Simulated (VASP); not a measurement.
A run of VASP 6.6.1 is set up as follows.

INCAR

```
SYSTEM = BaH4
PREC = Accurate
ENCUT = 600
EDIFF = 1E-7
ISMEAR = 0
SIGMA = 0.02
LREAL = .False.
LASPH = .True.
NELM = 100
ALGO = Normal
ISIF = 4
LWAVE = .False.
LCHARG = .False.
GGA = PE
IBRION = 2
NSW = 50
EDIFFG = -0.01
```

KPOINTS

```
Automatic mesh
0
Gamma
  6 6 6
  0 0 0
```

POSCAR

```
BaH4
1.0
    2.2230918467      1.2835026760      3.4170494792
   -2.2230918467      1.2835026760      3.4170494792
    0.0000000000     -2.5670053523      3.4170494791
Ba H
1 4
Direct
    0.0000000000      0.0000000000      0.0000000000
    0.7399634925      0.7399634925      0.7399634925
    0.2600365075      0.2600365075      0.2600365075
    0.4627000739      0.4627000739      0.4627000739
    0.5372999261      0.5372999261      0.5372999261
```

Potentials or basis: VASP PAW PBE potentials, release 64 (Ba_sv, H).

Launch:

```bash
$ cat potpaw_PBE.64/Ba_sv/POTCAR potpaw_PBE.64/H/POTCAR > POTCAR
$ mpirun -np 1 vasp_std > vasp.out
```

Task: What does it give for the band gap on the k mesh?

Result: 2.49 eV, indirect (least direct gap 2.72 eV).

Final structure:
```yaml
crystal:
  lattice:
    - [2.22634, 1.28538, 3.40708]
    - [-2.22634, 1.28538, 3.40708]
    - [0.00000, -2.57076, 3.40708]
  atoms:
    - { symbol: Ba, position: [0.00000, 0.00000, 0.00000] }
    - { symbol: H, position: [0.73909, 0.73909, 0.73909] }
    - { symbol: H, position: [0.26091, 0.26091, 0.26091] }
    - { symbol: H, position: [0.46214, 0.46214, 0.46214] }
    - { symbol: H, position: [0.53786, 0.53786, 0.53786] }
```

Caveat: spin-orbit coupling is left out, which moves the levels of the heavy elements. Expect the measured gap to be larger: semilocal functionals such as PBE lack the derivative discontinuity.
